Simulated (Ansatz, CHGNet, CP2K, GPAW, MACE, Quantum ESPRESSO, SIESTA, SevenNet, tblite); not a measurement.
# tblite runs on hcp Mg, size series (64 atoms)

Aim: run hcp Mg, size series (64 atoms) in tblite and see how near its forces come to a plane-wave reference, and at what cost.

Main program and level: tblite 0.8.0; the method is named at each step.

## (1) Starting point

The cell holds 64 atoms: 64 Mg. Its edges and angles: a = 12.836 Å, b = 12.836 Å, c = 10.422 Å, α = 90.0°, β = 90.0°, γ = 120.0°. It derives from Mg (hcp), repeated 4×4×2. Hcp Mg (a = 3.209 Å, c = 5.211 Å), 4 x 4 x 2 conventional cells; every coordinate displaced by a Gaussian of 0.03 Å. Then every atom was moved at random, 0.05 Å r.m.s. a Cartesian component.

The yardstick, on the same geometry:

| Property | Result |
| --- | --- |
| method | Kohn-Sham DFT, PBE, PAW, plane waves (Ansatz 0.2.0); cutoff 420 eV, Γ point, fermi-dirac smearing of 0.05 eV; PAW set soft_2 |
| r.m.s. force component | 0.1698 eV/Å |
| longest force | 0.5453 eV/Å |
| pressure | -0.388 GPa |
| SCF cycles | 8 |
| time | 18 s on 4 threads of Arm Neoverse V1, shared host |
| CPU time | 67 s |

## (2) GFN1-xTB

Method: GFN1-xTB tight binding, diagonalisation.

Contents of run.py:

```python
import numpy as np
from ase.io import read
from tblite.ase import TBLite

atoms = read("structure.xyz")
atoms.calc = TBLite(method="GFN1-xTB", electronic_temperature=580, accuracy=1.0, max_iterations=250, mixer_damping=0.1, verbosity=1)
energy = atoms.get_potential_energy()
forces = atoms.get_forces()
print(f"energy {energy:.6f} eV")
print("forces (eV/A)")
for i, (a, f) in enumerate(zip(atoms, forces)):
    print(f"{i:4d} {a.symbol:2s} {f[0]:10.5f} {f[1]:10.5f} {f[2]:10.5f}")
stress = -atoms.get_stress(voigt=False) * 160.21766
print("stress (GPa, compression positive)")
for row in stress:
    print(" ".join(f"{x:10.4f}" for x in row))
print("charges (e)")
print(np.array2string(atoms.get_charges(), precision=4, suppress_small=True, max_line_width=110, threshold=100000))
```

Contents of structure.xyz:

```xyz
64
Lattice="12.83600 0.00000 0.00000 -6.41800 11.11630 0.00000 0.00000 0.00000 10.42200" Properties=species:S:1:pos:R:3 pbc="T T T"
Mg 6.37205 11.11052 10.41856
Mg -0.06116 1.82185 2.45261
Mg 6.36916 11.11019 5.21902
Mg -0.00180 1.91556 7.81056
Mg -1.62921 2.84566 0.02908
Mg -1.58101 4.62194 2.63708
Mg -1.54199 2.73417 5.17484
Mg -1.66034 4.64128 7.74125
Mg -3.26509 5.65709 10.34154
Mg -3.23936 7.31219 2.60289
Mg 9.59728 5.49534 5.16368
Mg -3.13879 7.39234 7.85266
Mg 8.01191 8.32044 10.34613
Mg -4.76286 10.19331 2.50951
Mg -4.80599 8.34756 5.10782
Mg -4.84238 10.24367 7.96741
Mg 3.29596 0.00656 10.40293
Mg 3.22415 1.85375 2.54401
Mg -3.13577 11.08617 5.22538
Mg 3.22729 1.78072 7.84579
Mg 1.61034 2.81320 10.37437
Mg 1.63646 4.48298 2.67616
Mg 1.53358 2.79275 5.21579
Mg 1.63659 4.52878 7.82828
Mg -0.08883 5.62618 0.00115
Mg -0.00937 7.43191 2.63708
Mg 0.04891 5.48789 5.28448
Mg 0.04088 7.39001 7.81567
Mg -1.69974 8.30321 0.01073
Mg -1.60071 10.18664 2.64854
Mg -1.66541 8.34779 5.13190
Mg -1.45753 10.19898 7.83067
Mg 0.02824 11.09029 0.03794
Mg 6.38097 1.90878 2.58872
Mg 6.31448 0.00145 5.19068
Mg 6.45137 1.88377 7.89175
Mg 4.72057 2.72594 10.38886
Mg 4.80323 4.52767 2.48763
Mg 4.83198 2.75417 5.24174
Mg 4.84636 4.60682 7.71374
Mg 3.29308 5.58105 0.02460
Mg 3.28794 7.47616 2.55933
Mg 3.21189 5.51068 5.22101
Mg 3.16285 7.37022 7.82244
Mg 1.57382 8.21806 0.09119
Mg 1.71919 10.24111 2.54568
Mg 1.63986 8.21061 5.12950
Mg 1.59994 10.18798 7.76210
Mg 3.24167 11.10107 0.11641
Mg 9.62418 1.80818 2.60685
Mg 9.55191 0.08115 5.23591
Mg 9.67449 1.80929 7.91270
Mg 8.05985 2.76462 0.06847
Mg 8.03713 4.59370 2.57090
Mg 8.10285 2.83377 5.26384
Mg 7.89748 4.57280 7.74855
[... 4 atom lines left out ...]
Mg 4.80952 8.23273 0.00542
Mg 4.74720 10.18487 2.57872
Mg 4.77101 8.26853 5.19182
Mg 4.92896 10.15930 7.81254
```

Started as:

```sh
> OMP_NUM_THREADS=1 python run.py > output.txt
```

The log of the run:

```text
------------------------------------------------------------
  cycle        total energy    energy error   density error
------------------------------------------------------------
      1     -46.98872187460  -4.6603856E+01   4.7857174E-01
      2     -46.98902019388  -2.9831928E-04   4.3032634E-01
      3     -46.98795037677   1.0698171E-03   6.8111148E-03
      4     -46.98908244118  -1.1320644E-03   3.0356820E-03
      5     -46.98923369900  -1.5125782E-04   9.7292527E-04
      6     -46.98925350752  -1.9808520E-05   1.4302749E-04
      7     -46.98925368300  -1.7547859E-07   8.8879135E-05
      8     -46.98925370499  -2.1995866E-08   6.0068292E-05
      9     -46.98925370667  -1.6750121E-09   1.5240746E-05
------------------------------------------------------------
 total:                                   2.063 sec
energy -1278.642722 eV
forces (eV/A)
   0 Mg    0.03600   -0.02739   -0.03532
   1 Mg    0.15934   -0.03180   -0.16010
   2 Mg    0.19167   -0.04740   -0.07206
   3 Mg   -0.05643   -0.03311   -0.32963
   4 Mg    0.05669    0.05968   -0.29081
   5 Mg    0.10498    0.00426   -0.05263
   6 Mg   -0.12424   -0.12914   -0.09235
   7 Mg   -0.06141    0.00517    0.04613
   8 Mg    0.07375   -0.28040   -0.03903
   9 Mg   -0.04616    0.17962   -0.01900
  10 Mg    0.11358    0.06425   -0.04004
  11 Mg   -0.10215    0.16345   -0.37944
  12 Mg   -0.04403    0.00533    0.24731
  13 Mg   -0.11575    0.01625    0.42752
  14 Mg   -0.07574    0.07649    0.32924
  15 Mg    0.16875   -0.18311   -0.09560
  16 Mg   -0.14609   -0.10377    0.25167
  17 Mg   -0.13797   -0.07766    0.08650
  18 Mg   -0.32003    0.10842    0.14767
  19 Mg   -0.00252    0.04675   -0.25823
  20 Mg   -0.06441   -0.04501   -0.12391
  21 Mg   -0.07501    0.37050    0.12776
  22 Mg    0.21762   -0.38397   -0.27699
  23 Mg   -0.05032    0.29364    0.34346
[...]
56 Mg   -0.26762   -0.07579   -0.37337
  57 Mg    0.02115   -0.00760   -0.16572
  58 Mg   -0.07191   -0.13617   -0.51508
  59 Mg    0.15189    0.13237   -0.15310
  60 Mg    0.09392    0.20052   -0.19172
  61 Mg    0.29516   -0.03527    0.21575
  62 Mg    0.02878    0.30578   -0.00732
  63 Mg   -0.29869   -0.06827    0.07408
stress (GPa, compression positive)
   19.7645     0.1093     0.0203
    0.1093    19.7318    -0.0078
    0.0203    -0.0078    25.4421
charges (e)
[-0.0038  0.0044 -0.0049  0.0079 -0.0024 -0.0021  0.0007 -0.0031  0.0024  0.0002 -0.0009 -0.0039  0.0035
 -0.0005 -0.0018  0.0019  0.0005  0.0014 -0.0009 -0.0008  0.0008 -0.0015 -0.0001 -0.0005  0.0014 -0.0048
  0.0035 -0.0018  0.0021 -0.001  -0.0007  0.0001 -0.0028  0.0013  0.0003  0.0037  0.0002 -0.0018 -0.0043
 -0.001  -0.0003 -0.0007  0.0029 -0.     -0.0017  0.0028 -0.0025 -0.0014 -0.0019  0.0053 -0.0042 -0.0003
  0.0027 -0.0006  0.0022 -0.0013  0.0071 -0.0005  0.0054 -0.0009 -0.0003  0.0019 -0.0017 -0.0029]
```

Wall time 2.8 s (1 thread of Arm Neoverse V1, shared host); peak memory 0.13 GiB.

Banners, paths, timers and routine set-up lines are dropped from the logs unmarked, and long logs keep their key lines alone; longer cuts are marked.

Numbers from this run, and their distance from the reference:

- r.m.s. force component: 0.174 eV/Å
- r.m.s. difference of force components: 132.5 meV/Å
- longest difference of force vectors: 543.7 meV/Å
- force difference over r.m.s. force: 78.03 %
- slope of forces against the reference's: 0.7203
- correlation of force components: 0.7031
- pressure: 21.65 GPa
- pressure difference: 22.03 GPa

The surroundings of Mg15, picked at random, nearest first, numbered as they follow in the input and with coordinates relative to it.

| atom | x | y | z | distance (Å) | bonds | Mulliken charge (e) | Fx | Fy | Fz (eV/Å) |
| --- | --- | --- | --- | --- | --- | --- | --- | --- | --- |
| Mg15 | 0.00 | 0.00 | 0.00 | 0.00 | 12 | 0.00 | -0.076 | 0.076 | 0.329 |
| Mg10 | 1.57 | -1.04 | -2.50 | 3.13 | 12 | 0.00 | -0.046 | 0.180 | -0.019 |
| Mg31 | 3.14 | 0.00 | 0.02 | 3.14 | 12 | 0.00 | 0.195 | -0.183 | 0.151 |
| Mg58 | -1.60 | -1.00 | -2.55 | 3.17 | 12 | 0.00 | 0.021 | -0.008 | -0.166 |
| Mg14 | 0.04 | 1.85 | -2.60 | 3.19 | 12 | 0.00 | -0.116 | 0.016 | 0.428 |
| Mg59 | -1.61 | -2.76 | 0.08 | 3.20 | 12 | 0.01 | -0.072 | -0.136 | -0.515 |
| Mg19 | 1.67 | 2.74 | 0.12 | 3.21 | 12 | 0.00 | -0.320 | 0.108 | 0.148 |
| Mg3 | -1.66 | 2.76 | 0.11 | 3.23 | 12 | 0.00 | 0.192 | -0.047 | -0.072 |
| Mg60 | -1.67 | -0.95 | 2.62 | 3.24 | 12 | 0.00 | 0.152 | 0.132 | -0.153 |
| Mg11 | 1.57 | -2.85 | 0.06 | 3.25 | 12 | 0.00 | 0.114 | 0.064 | -0.040 |
| Mg63 | -3.26 | -0.08 | 0.08 | 3.26 | 12 | 0.00 | 0.029 | 0.306 | -0.007 |
| Mg12 | 1.67 | -0.96 | 2.74 | 3.35 | 12 | 0.00 | -0.102 | 0.163 | -0.379 |
| Mg16 | -0.04 | 1.90 | 2.86 | 3.43 | 12 | 0.00 | 0.169 | -0.183 | -0.096 |

Atoms are counted from 1 here, from 0 in the log.

Forces lie 78 % from the reference's, at 0.041 times its CPU time (on 1 against 4 cores).

## (3) Outcome

| Quantity | Value |
| --- | --- |
| force difference from the reference | tblite GFN1-xTB, 78 % |
| its CPU time | 2.7 s |

Tight binding differs by 78 % (tblite GFN1-xTB); it is another model, with fitted parameters of its own, and the xTB methods hold dispersion. One electronic-structure run takes under half the reference's CPU time: tblite GFN1-xTB, at 78 % in 2.7 s against 67 s, too far off to be of use; its pressure misses by +22.0 GPa. Periodic xTB results under one method name differ between programs and library versions. The electronic-structure runs sample only Γ, in a cell whose shortest periodic width is 10 Å, which is coarse for a cell with partly filled levels.

[Also dropped from logs without a mark: logging warnings of Python, and SIESTA's first energy breakdown and zero terms.]

[Logs are printed without paths, hosts, clocks, repeated set-up lines and the standing remarks that a program may print on its own settings, such as how far it seeks lower states.]

[Hosts, paths, dates, database ids (printed as entryN), source tags and the programs' standing remarks are cut or masked in the printed files.]
